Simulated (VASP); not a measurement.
Crystal: BN (Qingsongite).

```
B N
1.0
     0.00000    1.80750    1.80750
     1.80750    0.00000    1.80750
     1.80750    1.80750    0.00000
B N
1 1
Direct
  0.00000 0.00000 0.00000
  0.25000 0.25000 0.25000
```

* Program: VASP 6.6.1
* Task: relaxation of cell and atoms
* Functional: LDA
* Potentials or basis: VASP PAW LDA potentials, release 64 (B, N)
* Cutoff: 600 eV
* k mesh: 14 × 14 × 14
* Occupations: gaussian, width 0.03 eV
* Spin: no spin polarisation

At the start: pressure -10.3 GPa; volume 5.91 Å³/atom.

**Question.** How do energy, volume and symmetry change on relaxing?

**Answer.** Over 3 steps the energy falls by 5.2 meV/atom and the volume is 5.75 Å³/atom (-2.7 %); space group F-43m (No. 216, to 0.05 Å).

The path:
| step | energy change (eV) | largest force (eV/Å) | pressure (GPa) | volume (Å³) |
| --- | --- | --- | --- | --- |
| 1 | 0.0000 | 0.0000 | -10.29 | 11.81 |
| 2 | 0.0014 | 0.0000 | 12.01 | 11.17 |
| 3 | -0.0104 | 0.0000 | -0.06 | 11.50 |

Final structure:
```
CELL_PARAMETERS angstrom
0.00000 1.79137 1.79137
1.79137 0.00000 1.79137
1.79137 1.79137 0.00000
ATOMIC_POSITIONS crystal
B 0.00000 0.00000 0.00000
N 0.25000 0.25000 0.25000
```
